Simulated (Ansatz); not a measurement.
**5 guesses for Si₂Ge and where they end**

Computed with Ansatz 0.2.0, DFT PBE, scalar-relativistic, plane waves, PAW. All cells share a 420 eV cutoff and Γ-centred k meshes spaced at most about 0.3 Å⁻¹ (about 0.25 or finer for metals, 2π included). No spin polarisation in the final relaxations.

Each guess was relaxed in cell and atoms at zero pressure, within the symmetry of its start. Temperature and zero-point effects are left out. Coordination counts Ge atoms around Si (those within 1.25 times the shortest such distance or 1.15 times the sum of covalent radii; a plus sign parts nearer from farther groups; the shortest distance is added where it exceeds 1.18 times the sum of covalent radii; a slash parts the counts of unlike sites). For orderings, «n of Z unlike» gives the unlike atoms among the Z nearest shared sites at the start, averaged over those sites.

```csv
guess,made from,start group,V start (Å³/atom),end group,V end (Å³/atom),coordination at the end,gap on mesh (eV),E over the lowest end (meV/atom)
1,"Si/Ge on fcc sites, 5.3 of 12 unlike",I4/mmm,16.6,I4/mmm,16.5,Si 4 from 3.0 Å,0,496
2,"Si/Ge on hcp sites, 5.3 of 12 unlike",Cmcm,16.6,Cmmm,16.5,Si 2 from 2.8 Å,0,318
3,Si/Ge ordered on a cell of Sr,C2/m,16.6,C2/m,16.7,Si 2+2/4+1,0,298
4,"Si/Ge on diamond sites, 2.0 of 4 unlike",P-3m1,16.6,P-3m1,21.4,Si 3/3+3 from 3.9 Å,0.60,0
5,"Si/Ge on hcp sites, 6.0 of 12 unlike",P-62m,16.6,?,?,?,?,?
```

Guess 5 as it starts:

```cif
data_structure
_symmetry_space_group_name_H-M 'P-62m'
_symmetry_Int_Tables_number 189
_cell_length_a 4.9654
_cell_length_b 4.9654
_cell_length_c 4.6532
_cell_angle_alpha 90.000
_cell_angle_beta 90.000
_cell_angle_gamma 120.000
_cell_volume 99.35
loop_
_atom_site_label
_atom_site_type_symbol
_atom_site_symmetry_multiplicity
_atom_site_Wyckoff_symbol
_atom_site_fract_x
_atom_site_fract_y
_atom_site_fract_z
_atom_site_occupancy
Si1 Si 3 f 0.33333 0.33333 0.00000 1
Si2 Si 1 b 0.00000 0.00000 0.50000 1
Ge1 Ge 2 d 0.66667 0.33333 0.50000 1
```

Problem. Fill in the missing row: what does this guess relax into, and where does it rank?

Solution. It ends in Si and Ge ordered on hcp sites, space group P-62m (No. 189), with a = 4.845 Å, c = 4.817 Å, 16.3 Å³/atom and no gap. It lies 0.51 eV/atom over the lowest end, above guess 1 and so the highest of the set. Counting Ge atoms around Si, this end has Si 4 from 2.9 Å/6 from 2.8 Å and the lowest (guess 4) has Si 3/3+3 from 3.9 Å.

Space group P-62m (No. 189). a = 4.845 Å, b = 4.845 Å, c = 4.817 Å, α = 90.00°, β = 90.00°, γ = 120.00°
```json
{"atom": "Si", "site": "3f", "symmetry": "m2m", "x": "0.3195", "y": "0.3195", "z": "0.0000"}
{"atom": "Si", "site": "1b", "symmetry": "-62m", "x": "0.0000", "y": "0.0000", "z": "0.5000"}
{"atom": "Ge", "site": "2d", "symmetry": "-6..", "x": "0.6667", "y": "0.3333", "z": "0.5000"}
```

Formation energies are uncorrected and refer to the elements' standard structures at the same level.

Problem. Is the lowest end bound against the elements?

Solution. Too close to call: its formation energy is +0.014 eV/atom. The formation energy is too near zero to say whether this cell lies below the elements.

Kohn–Sham gaps at this level usually fall short of measured ones. With atoms moved at random, P-3m1 came back. Other cells relaxed within their symmetry can be saddle points. A lower structure may well exist outside this small set. Some candidate types were left out of the draw beforehand, so a known form may be missing.
